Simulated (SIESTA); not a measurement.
Crystal: CdSe.

```
CELL_PARAMETERS angstrom
0.00000 3.07027 3.07027
3.07027 0.00000 3.07027
3.07027 3.07027 0.00000
ATOMIC_POSITIONS crystal
Cd 0.00000 0.00000 0.00000
Se 0.25000 0.25000 0.25000
```

Measurements of this composition are mostly on another form, of space group No. 186.

Base run:

- Program: SIESTA 5.4.2
- Functional: PBE
- Potentials or basis: PseudoDojo 0.4 standard (PBE files)
- Basis: DZP (energy shift 0.002 Ry)
- Grid cutoff: 800 Ry
- Energy shift: 0.002 Ry
- k mesh: 6 × 6 × 6
- Occupations: fermi-dirac, width 0.05 eV
- Spin: no spin polarisation

Its results: band gap on the k mesh 0.81 eV, direct; pressure 2.0 GPa.

Question: The run is repeated on the same cell with these changes: basis from DZP (energy shift 0.002 Ry) to TZTP (energy shift 0.002 Ry); k mesh from 6 × 6 × 6 to 8 × 8 × 8. What comes out?

Answer: Band gap on the k mesh 0.74 eV, direct; pressure 2.2 GPa.

Several settings changed at once, so the effect can't be laid on one alone.

Caveats: semicore shells carry a single zeta, which can move pressures by several GPa and volumes by a few percent; the basis of atomic orbitals isn't converged, which shifts pressures, moduli and gaps; the basis holds too few empty states to meet the f-sum rule, so the spectrum is short of weight at high energy (some runs).
